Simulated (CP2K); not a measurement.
Crystal: KTaO3.

```
CELL_PARAMETERS angstrom
3.98830 0.00000 0.00000
0.00000 3.98830 0.00000
0.00000 0.00000 3.98830
ATOMIC_POSITIONS crystal
Ta 0.00000 0.00000 0.00000
K 0.50000 0.50000 0.50000
O 0.00000 0.00000 0.50000
O 0.00000 0.50000 0.00000
O 0.50000 0.00000 0.00000
```

Program: CP2K 2026.2. Alike in all runs: task band structure; potentials or basis POTENTIAL_UZH Ta GTH-PBE-q13, K GTH-PBE-q9, O GTH-PBE-q6; DZVP-MOLOPT-PBE-GTH basis; no spin polarisation; cell as given; k mesh 7 × 7 × 7; smearing fermi-dirac 0.05 eV.

Problem. Order these runs on this cell by their pressure, lowest first.
A. level MS2
B. level BEEF-vdW; cutoff of the non-local correlation (Ry) 300
C. level LDA

Solution. C (-5.8 GPa), A (-1.6 GPa), B (3.6 GPa).

Caveats: the potentials were made for another functional, which shifts forces and pressure; the basis of atomic orbitals isn't converged, which shifts pressures, moduli and gaps.

Runs at the PBE level aren't shown here.
